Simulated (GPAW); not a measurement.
A run of GPAW 26.7.0 is set up as follows.

run.py

```python
from ase.calculators.mixing import SumCalculator
from ase.eos import EquationOfState
from ase.io import Trajectory, read
from ase.units import GPa
from dftd3.ase import DFTD3
from gpaw import GPAW, PW

atoms = read('TePb.cif')

traj = Trajectory('eos.traj', 'w')
volumes, energies = [], []
for x in [0.94, 0.96, 0.98, 1.0, 1.02, 1.04, 1.06]:
    a = atoms.copy()
    a.set_cell(atoms.cell * x**(1 / 3), scale_atoms=True)
    calc = GPAW(mode=PW(600),
                xc='MGGA_X_SCAN+MGGA_C_SCAN',
                kpts={'size': (6, 6, 6), 'gamma': True},
                occupations={'name': 'fermi-dirac', 'width': 0.05},
                nbands=19,
                convergence={'density': 1e-05, 'energy': 1e-05},
                maxiter=150,
                txt=f'eos-{x:.2f}.txt')
    a.calc = SumCalculator([calc, DFTD3(method='scan', damping='d3bj')])
    energies.append(a.get_potential_energy())
    volumes.append(a.get_volume())
    p = -a.get_stress()[:3].mean() / GPa
    calc.write(f'eos-{x:.2f}.gpw')
    traj.write(a)
    print(f'{x:.2f} {volumes[-1]:10.4f} A^3 {energies[-1]:14.6f} eV {p:9.3f} GPa', flush=True)

v0, e0, B = EquationOfState(volumes, energies, eos='birchmurnaghan').fit()
print(f'V0 = {v0:.4f} A^3, E0 = {e0:.6f} eV, B0 = {B / GPa:.2f} GPa')
```

TePb.cif

```cif
data_TePb
_cell_length_a 4.56932402
_cell_length_b 4.56932402
_cell_length_c 4.56932402
_cell_angle_alpha 60.00000000
_cell_angle_beta 60.00000000
_cell_angle_gamma 60.00000000
_space_group_name_H-M_alt 'P1'
_space_group_name_Hall 'P 1'
_space_group_IT_number 1
loop_
_space_group_symop_operation_xyz
'x,y,z'
loop_
_atom_site_label
_atom_site_type_symbol
_atom_site_symmetry_multiplicity
_atom_site_Wyckoff_symbol
_atom_site_fract_x
_atom_site_fract_y
_atom_site_fract_z
_atom_site_occupancy
Pb1 Pb 1 a 0.0000000000 0.0000000000 0.0000000000 1
Te1 Te 1 a 0.5000000000 0.5000000000 0.5000000000 1
```

Potentials or basis: GPAW PAW data sets (gpaw-data 1.2.1), pw.

The run is started by

```console
$ OMP_NUM_THREADS=1 python run.py
```

(1) Predict the equilibrium volume.

(2) What does it give for the bulk modulus?

## Answers

(1) 33.73 Å³/atom (rough: see the caveat).

(2) 43 GPa (rough).

Caveat: the points scatter about the fit; the PAW data sets were made with another functional, which shifts forces and pressure a little.
